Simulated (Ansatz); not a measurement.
## Al2Pt under changes of volume

One of the cells (17.202 Å³/atom); the others are scaled copies at fixed shape and fractional positions:

```xyz
3
Lattice="0.0000 2.9550 2.9550 2.9550 0.0000 2.9550 2.9550 2.9550 0.0000" Properties=species:S:1:pos:R:3 pbc="T T T"
Pt    0.0000    0.0000    0.0000
Al    4.4325    4.4325    4.4325
Al    1.4775    1.4775    1.4775
```

| Item | Value |
| --- | --- |
| Program | Ansatz 0.2.0 |
| Functional | PBEsol |
| Potentials or basis | all-electron LAPW, scalar-relativistic |
| Cutoff | 236 eV (chosen from the basis error) |
| Basis error allowed | 0.002 eV/atom |
| k mesh | 8 × 8 × 8 |
| Occupations | fermi-dirac, width 0.05 eV |
| Spin | no spin polarisation |

```tsv
volume (Å³/atom)	energy over the lowest point (meV/atom)	pressure (GPa)
16.170	22.91	8.6
16.514	8.32	5.1
16.858	0.95	1.9
17.202	0.00	-0.9
17.546	?	?
17.890	14.81	-5.7
18.234	29.43	-7.8
```

Question: What does the run at 17.546 Å³/atom give?

Answer: Energy over the lowest point 4.82 meV/atom; pressure -3.5 GPa.

Worked out: A Birch-Murnaghan fit of order 3 (a polynomial in V^(-2/3)) to the other rows has its minimum at 17.08 Å³/atom with B0 = V·E''(V) = 138 GPa and B' = 4.5. It gives 4.82 meV/atom at 17.546 Å³/atom, against the run's 4.82, and -dE/dV = -3.5 GPa, against -3.5.

Energies are extrapolated to zero smearing.
